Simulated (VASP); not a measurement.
B and the effect of the strain (εxx = s)

```
B
1.0
     1.88524    0.00000    0.00000
     0.00000    1.88524    0.00000
     0.00000    0.00000    1.88524
B
1
Direct
  0.50000 0.50000 0.50000
```

This isn't the form of B at room conditions, which is rhombohedral.

Kept alike: task single point; functional PBE; k mesh 14 × 14 × 14; occupations fermi-dirac, width 0.05 eV; no spin polarisation. Program: VASP, PBE PAW files B, 520 eV. The mesh is that of the run's cell of 1 atom. No spin-orbit coupling.

```csv
s,free energy over the lowest row (meV/atom)
-0.04,10.15
-0.02,2.87
-0.01,0.72
0,0.06
0.01,0.00
0.02,0.71
0.04,8.56
```

The cell shown is the unstrained one; x, y and z are its Cartesian axes; atoms keep their fractions. For a metal such a mesh leaves the last digits unconverged.

The free energy is lowest at 0; 0.01, and 10.15 meV an atom higher at -0.04.
